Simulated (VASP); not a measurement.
# SnSe: convergence, self-consistent run

SnSe, P1 (no. 1), 2 atoms in the cell. PBE; PAW potentials Sn_d, Se (PBE set). VASP 6.6.1. The atoms are moved at random off their ideal places.

Wanted: energy within 1 meV/atom; forces within 0.005 eV/Å; pressure within 0.1 GPa.

POSCAR:
```
SnSe
1.0
    0.0000000000      3.0100000000      3.0100000000
    3.0100000000      0.0000000000      3.0100000000
    3.0100000000      3.0100000000      0.0000000000
Sn Se
1 1
Direct
   -0.0031490000      0.0039450000      0.0013860000
    0.5038360000      0.4993160000      0.4990400000
```

## FFT grids and symmetry tolerance typed by hand

| FFT grids and symmetry tolerance typed by hand | Energy less reference (meV/atom) | Forces, largest deviation (eV/Å) | Pressure (GPa) | SCF iterations | Time (s) |
|---|---|---|---|---|---|
| default | 0.0 | 0.0000 | 0.96 | 14 | 32 |
| NGX, NGY, NGZ = 38, 38, 38 | 0.0 | 0.0001 | 0.96 | 14 | 71 |
| NGX, NGY, NGZ = 24, 24, 24 | 0.0 | 0.0000 | 0.96 | 14 | 20 |
| NGX, NGY, NGZ = 20, 20, 20 | -0.1 | 0.0004 | 0.97 | 14 | 22 |
| NGX, NGY, NGZ = 16, 16, 16 | -1.9 | 0.0010 | 1.01 | 14 | 11 |
| NGXF, NGYF, NGZF = 42, 42, 42 | -0.1 | 0.0016 | 0.96 | 14 | 32 |
| NGXF, NGYF, NGZF = 84, 84, 84 | 0.0 | 0.0001 | 0.96 | 14 | 36 |
| SYMPREC = 0.001 | 0.0 | 0.0000 | 0.96 | 14 | 34 |
| SYMPREC = 1e-08 | 0.0 | 0.0000 | 0.96 | 14 | 33 |
| EWALD_CUTOFF = 2.0 | -3747.1 | 0.0373 | 39.38 | 14 | 32 |
| EWALD_CUTOFF = 8.0 | 0.0 | 0.0000 | 0.96 | 14 | 32 |

Chosen: NGX, NGY, NGZ = 24, 24, 24, the fastest of those that stay within half of the tolerance.

## The input

INCAR:
```
PREC = Accurate
ENCUT = 400
EDIFF = 1E-7
ISMEAR = 0
SIGMA = 0.02
LREAL = F
LASPH = T
ALGO = Normal
NELM = 100
ISIF = 2
LWAVE = F
LCHARG = F
NGX = 24
NGY = 24
NGZ = 24
```

KPOINTS:
```
k-points
0
Gamma
  7 7 7
```

Commands:
```
cat potpaw_PBE.64/Sn_d/POTCAR potpaw_PBE.64/Se/POTCAR > POTCAR
mpirun -np 1 vasp_std > vasp.out
```

The chosen input took VASP 6.6.1 20 s on 1 core (Intel Xeon 6975P-C (Granite Rapids)), a shared host.

## An input that fails: an FFT grid typed too coarse

It runs to its end, but against the unchanged starting input it is off by 187.4 meV/atom in the energy, 0.0045 eV/Å in the forces, 4.55 GPa in the pressure.

Changes against the starting input:
```
+ NGX = 10
+ NGY = 10
+ NGZ = 10
```
